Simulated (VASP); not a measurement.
Crystal: CuCl2.

```xyz
3
Lattice="4.5206 0.0000 0.0000 0.0000 4.5206 0.0000 0.0000 0.0000 4.3177" Properties=species:S:1:pos:R:3 pbc="T T T"
Cu    0.0000    0.0000    0.0000
Cl    0.0000    2.2603    0.0000
Cl    2.2603    0.0000    0.0000
```

Measurements of this composition are mostly on another form, of space group No. 12.

| Quantity | Value |
| --- | --- |
| Program | VASP 6.6.1 |
| Task | relaxation of cell and atoms |
| Functional | PBEsol |
| Potentials or basis | VASP PAW PBE potentials, release 64 (Cu, Cl) |
| Cutoff | 600 eV |
| k mesh | 6 × 6 × 6 |
| Occupations | fermi-dirac, width 0.05 eV |
| Spin | no spin polarisation |

At the start: pressure -1.4 GPa; volume 29.41 Å³/atom.

Where does the relaxation end?

Over 3 steps the energy falls by 6.5 meV/atom and the volume is 28.58 Å³/atom (-2.8 %); space group P4/mmm (No. 123, to 0.05 Å).

The path:
| step | energy change (eV) | largest force (eV/Å) | pressure (GPa) | volume (Å³) |
| --- | --- | --- | --- | --- |
| 1 | 0.0000 | 0.0000 | -1.38 | 88.24 |
| 2 | -0.0173 | 0.0000 | 0.54 | 85.04 |
| 3 | -0.0195 | 0.0000 | 0.03 | 85.75 |

Final structure:
```
CELL_PARAMETERS angstrom
4.45306 0.00000 0.00000
0.00000 4.45306 0.00000
0.00000 0.00000 4.32430
ATOMIC_POSITIONS crystal
Cu 0.00000 0.00000 0.00000
Cl 0.00000 0.50000 0.00000
Cl 0.50000 0.00000 0.00000
```

Caveat: the PAW data sets were made with another functional, which shifts forces and pressure a little; this functional lacks dispersion, which binds the layers, so the pressure and a relaxed spacing across them are unreliable; an odd number of electrons without spin polarisation forces a metal; a magnetic or distorted state may lie lower; the run has no spin polarisation, though such a crystal can be magnetic.
